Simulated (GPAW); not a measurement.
# 1 ML Co on Ag(111), fcc site, 2 substrate layers: cost and accuracy of the functional, part 2 of 2

How far do the magnetic results of 1 ML Co on Ag(111), fcc site, 2 substrate layers hang on the functional?

GPAW 26.7.0; several functionals; plane waves with GPAW's PAW setups, scalar-relativistic.

So far, largest spin moment in the augmentation sphere (μB): step 2 (rung 1 (LDA), start ferro +) 1.89; step 3 (rung 1 (LDA), start antiferro q=(0,1/2,0) +-) 1.73; step 4 (rung 2 (revPBE), start ferro +) 1.95; step 5 (rung 2 (revPBE), start antiferro q=(0,1/2,0) +-) 1.88; step 6 (rung 3 (PBE), start ferro +) 1.94.

## (8) Set 4 (RPBE), start ferro +

Level of this step: RPBE; plane waves with GPAW's PAW setups, scalar-relativistic (GPAW).

Contents of order1.py:

```python
import json
import numpy as np
from ase import Atoms
from ase.parallel import paropen, parprint
from gpaw import GPAW

atoms = Atoms(['Ag', 'Ag', 'Co'],
    cell=[[2.888885, 0.0, 0.0],
         [-1.444442, 2.501848, 0.0],
         [0.0, 0.0, 18.474925]],
    scaled_positions=[[0.0, 0.0, 0.378892],
         [0.666667, 0.333333, 0.506566],
         [0.333333, 0.666667, 0.621108]],
    pbc=True,
    magmoms=[0.0, 0.0, 2.0])
atoms.calc = GPAW(mode={'name': 'pw', 'ecut': 550},
    xc='RPBE',
    kpts={'size': (12, 12, 1), 'gamma': True},
    occupations={'name': 'fermi-dirac', 'width': 0.05},
    convergence={'density': 1e-05, 'energy': 1e-05},
    maxiter=200,
    symmetry={'tolerance': 1e-4},
    txt='order1.txt')
e = atoms.get_potential_energy(force_consistent=True)
res = {'free_energy': e, 'energy_sigma0': atoms.get_potential_energy(), 'fermi_energy': atoms.calc.get_fermi_level()}
res['moments'] = atoms.get_magnetic_moments().tolist()
res['total'] = atoms.get_magnetic_moment()
parprint('site moments (muB):', np.round(res['moments'], 3))
parprint(f"total moment: {res['total']:.3f} muB")
parprint(f'free energy: {e:.6f} eV')
atoms.calc.write('order1.gpw')
with paropen('results.json', 'w') as f:
    json.dump(res, f)
```

Command:

```sh
OMP_NUM_THREADS=1 mpirun -n 4 gpaw python order1.py > order1.log
```

Numbers of over 12 decimals in the logs are rounded to 6 here.

Log:

```text
site moments (muB): [ 0.003 -0.007  1.96 ]
total moment: 1.887 muB
free energy: -10.567316 eV

--- order1.txt ---
Input parameters:
  mode=PW(ecut=550),
  convergence={'density': 1e-05, 'energy': 1e-05},
  kpts=MonkhorstPack(size=(12, 12, 1), gamma=True),
  maxiter=200,
  occupations=Occupations(name='fermi-dirac', width=0.05),
  symmetry=Symmetry(tolerance=0.0001),
  xc=XC(name='RPBE')

Diagonalizing LCAO Hamiltonian
[...]
|         17 |        -3.122 |     1.000 |        -3.094 |     1.000 |
|         18 |        -2.273 |     1.000 |        -1.615 |     1.000 |
[...]
|         27 |         5.609 |     0.000 |         5.635 |     0.000 |
|         28 |         7.885 |     0.000 |         7.894 |     0.000 |
|         29 |         8.168 |     0.000 |         8.171 |     0.000 |
|         30 |        11.465 |     0.000 |        11.468 |     0.000 |

No gap
No difference between direct/indirect transitions

[key lines of the parts left out:]
Free energy:     -10.567316
Converged in 20 steps
dipole moment: (-3.886914, -8.130141, -0.036291)  # |e|*Ang
Fermi level: 0.067
```

It took 14 s on 4 MPI ranks of AMD EPYC 9R45, shared host; peak memory 0.97 GiB.

This step gave:

* magnetization: 1.887 μB
* final state: ferromagnetic
* largest moment: 1.960 μB

The largest moment moves by +0.02 μB from set 3, at 0.99 times its CPU time.

## (9) Set 4 (RPBE), start antiferro q=(0,1/2,0) +-

Contents of order2.py:

```python
import json
import numpy as np
from ase import Atoms
from ase.parallel import paropen, parprint
from gpaw import GPAW

atoms = Atoms(['Ag', 'Ag', 'Ag', 'Ag', 'Co', 'Co'],
    cell=[[2.888885, 0.0, 0.0],
         [-2.888884, 5.003696, 0.0],
         [0.0, 0.0, 18.474925]],
    scaled_positions=[[0.0, 0.0, 0.378892],
         [0.0, 0.5, 0.378892],
         [0.666667, 0.1666665, 0.506566],
         [0.666667, 0.6666665, 0.506566],
         [0.333333, 0.3333335, 0.621108],
         [0.333333, 0.8333335, 0.621108]],
    pbc=True,
    magmoms=[0.0, 0.0, 0.0, 0.0, 2.0, -2.0])
atoms.calc = GPAW(mode={'name': 'pw', 'ecut': 550},
    xc='RPBE',
    kpts={'size': (12, 6, 1), 'gamma': True},
    occupations={'name': 'fermi-dirac', 'width': 0.05},
    convergence={'density': 1e-05, 'energy': 1e-05},
    maxiter=200,
    symmetry={'tolerance': 1e-4},
    txt='order2.txt')
e = atoms.get_potential_energy(force_consistent=True)
res = {'free_energy': e, 'energy_sigma0': atoms.get_potential_energy(), 'fermi_energy': atoms.calc.get_fermi_level()}
res['moments'] = atoms.get_magnetic_moments().tolist()
res['total'] = atoms.get_magnetic_moment()
parprint('site moments (muB):', np.round(res['moments'], 3))
parprint(f"total moment: {res['total']:.3f} muB")
parprint(f'free energy: {e:.6f} eV')
atoms.calc.write('order2.gpw')
with paropen('results.json', 'w') as f:
    json.dump(res, f)
```

Command:

```sh
OMP_NUM_THREADS=1 mpirun -n 4 gpaw python order2.py > order2.log
```

Log:

```text
site moments (muB): [ 0.004 -0.004  0.006 -0.006  1.885 -1.885]
total moment: -0.000 muB
free energy: -20.883497 eV

--- order2.txt ---
Input parameters:
  mode=PW(ecut=550),
  convergence={'density': 1e-05, 'energy': 1e-05},
  kpts=MonkhorstPack(size=(12, 6, 1), gamma=True),
  maxiter=200,
  occupations=Occupations(name='fermi-dirac', width=0.05),
  symmetry=Symmetry(tolerance=0.0001),
  xc=XC(name='RPBE')

[...]
|         38 |        -1.483 |     1.000 |        -1.483 |     1.000 |
[...]
|         48 |         2.064 |     0.000 |         2.064 |     0.000 |
|         49 |         4.075 |     0.000 |         4.075 |     0.000 |
|         50 |         4.453 |     0.000 |         4.453 |     0.000 |
|        ... |               |           |               |           |
|         55 |         7.851 |     0.000 |         7.851 |     0.000 |

No gap
No difference between direct/indirect transitions

[key lines of the parts left out:]
Free energy:     -20.883497
Converged in 51 steps
dipole moment: (-7.766463, -16.267326, -0.011987)  # |e|*Ang
Fermi level: 0.299
```

Elapsed: 3.4 min, on 4 MPI ranks; peak memory 1.8 GiB; 14 min of CPU time.

This step gave:

| Property | Result |
| --- | --- |
| magnetization | 0 μB |
| final state | antiferromagnetic |
| largest moment | 1.885 μB |

This start lies +125.6 meV a seeded atom from the first, a change of -1.1 meV since set 2; its largest moment is 1.88 μB.

## (10) Set 5 (TPSS), start ferro +

order1.py is the script of step 8 with these lines changed:

```diff
@@ -16,3 +16,3 @@
 atoms.calc = GPAW(mode={'name': 'pw', 'ecut': 550},
-    xc='RPBE',
+    xc='TPSS',
     kpts={'size': (12, 12, 1), 'gamma': True},
@@ -21,2 +21,3 @@
     maxiter=200,
+    eigensolver='davidson',
     symmetry={'tolerance': 1e-4},
```

Command:

```sh
OMP_NUM_THREADS=1 mpirun -n 4 gpaw python order1.py > order1.log
```

Log:

```text
site moments (muB): [ 0.    -0.011  1.964]
total moment: 1.885 muB
free energy: -31.769531 eV

--- order1.txt ---
Input parameters:
  mode=PW(ecut=550),
  convergence={'density': 1e-05, 'energy': 1e-05},
  eigensolver=Davidson(niter=2),
  kpts=MonkhorstPack(size=(12, 12, 1), gamma=True),
  maxiter=200,
  occupations=Occupations(name='fermi-dirac', width=0.05),
  symmetry=Symmetry(tolerance=0.0001),
  xc=XC(name='TPSS')
[...]
|         17 |        -3.268 |     1.000 |        -3.238 |     1.000 |
|         18 |        -2.417 |     1.000 |        -1.863 |     1.000 |
[...]
|         27 |         5.655 |     0.000 |         5.672 |     0.000 |
|         28 |         7.948 |     0.000 |         7.952 |     0.000 |
|         29 |         8.155 |     0.000 |         8.149 |     0.000 |
|         30 |        11.480 |     0.000 |        11.480 |     0.000 |

No gap
No difference between direct/indirect transitions

[key lines of the parts left out:]
Free energy:     -31.769531
Converged in 30 steps
dipole moment: (-3.888472, -8.157188, -0.038944)  # |e|*Ang
Fermi level: -0.120
```

It took 41 s on 4 MPI ranks; peak memory 1.2 GiB; 2.7 min of CPU time.

Read from the output:

```yaml
magnetization: 1.885 μB
final_state: ferromagnetic
largest_moment: 1.964 μB
```

The largest moment is that of set 4, at 2.9 times its CPU time.

## (11) Set 5 (TPSS), start antiferro q=(0,1/2,0) +-

order2.py is the script of step 9 with these lines changed:

```diff
@@ -19,3 +19,3 @@
 atoms.calc = GPAW(mode={'name': 'pw', 'ecut': 550},
-    xc='RPBE',
+    xc='TPSS',
     kpts={'size': (12, 6, 1), 'gamma': True},
@@ -24,2 +24,3 @@
     maxiter=200,
+    eigensolver='davidson',
     symmetry={'tolerance': 1e-4},
```

Command:

```sh
OMP_NUM_THREADS=1 mpirun -n 4 gpaw python order2.py > order2.log
```

Log:

```text
AssertionError: {'density': np.True_, 'energy': np.True_, 'eigenstates': True}

--- order2.txt ---
Input parameters:
  mode=PW(ecut=550),
  convergence={'density': 1e-05, 'energy': 1e-05},
  eigensolver=Davidson(niter=2),
  kpts=MonkhorstPack(size=(12, 6, 1), gamma=True),
  maxiter=200,
  occupations=Occupations(name='fermi-dirac', width=0.05),
  symmetry=Symmetry(tolerance=0.0001),
  xc=XC(name='TPSS')

Diagonalizing LCAO Hamiltonian
Converting LCAO to pw mode

          Co
            Co

             Ag
               Ag

         Ag
           Ag

Atoms  # Å, Bohr magnetons
[...]
[... 103 iterations left out ...]
|iter: 114|     871s |  -63.365575 | -7.56c| -4.72 |  -0.0005|
|iter: 115|     879s |  -63.363096 | -7.91c| -4.89 |  -0.0005|
|iter: 116|     886s |  -63.367882 | -7.84c| -4.53 |  -0.0005|
|iter: 117|     894s |  -63.381554 | -6.85 | -4.23 |  -0.0002|
|iter: 118|     902s |  -63.368265 | -6.70 | -3.82 |  -0.0006|
|iter: 119|     909s |  -63.366111 | -7.69c| -4.10 |  -0.0005|
|iter: 120|     917s |  -63.364578 | -7.94c| -4.94 |  -0.0004|
|iter: 121|     925s |  -63.360915 | -7.08 | -4.99 |  -0.0005|
|iter: 122|     932s |  -63.368787 | -7.74c| -4.63 |  -0.0006|
|iter: 123|     940s |  -63.369349 | -8.78c| -4.98 |  -0.0005|
```

Run time: 16 min. Hardware: 4 MPI ranks; peak memory 2.4 GiB.

The run ended with an error.

The program's message: “AssertionError: {'density': np.True_, 'energy': np.True_, 'eigenstates': True}”

## (12) The sets together

List, by row:

```tsv
set	functional	state from the first start	state from the second start	second less first (meV a seeded atom)	moment, first (μB)	moment, second (μB)	CPU time (s)
1	LDA	ferromagnetic	antiferromagnetic	142.9	1.891	1.734	367.1
2	revPBE	ferromagnetic	antiferromagnetic	126.7	1.954	1.877	857.7
4	RPBE	ferromagnetic	antiferromagnetic	125.6	1.96	1.885	875.8
```

## (13) What came out

| Item | Value |
| --- | --- |
| range of the moment in the table, first start | 1.89 to 1.96 μB |
| range of CPU time | 6.1 min to 15 min |
| range of the energy difference | 126 to 143 meV a seeded atom |

**Reading.** For the first start the functionals give moments from 1.89 to 1.96 μB and energy differences from 126 to 143 meV a seeded atom; all use the same cell, so differences in their own lattice constants don't enter. The first start ends lower on every set of the table. The other start's moment moves more, from 1.7 to 1.88 μB. Sets 3 and 5 gave no pair of finished runs and are missing from the table.

[Logs and program files are shortened in this print: banners, set-up blocks, solver, clock and traceback lines can be left out without a mark of their own.]

[Logs are printed without paths, hosts, clocks, repeated set-up lines and the standing remarks that a program may print on its own settings, such as how far it seeks lower states.]

[Hosts, paths, dates, database ids (printed as entryN), source tags and the programs' standing remarks are cut or masked in the printed files.]

[Where a cell is said to come from a database of computed structures, the database is the Materials Project.]
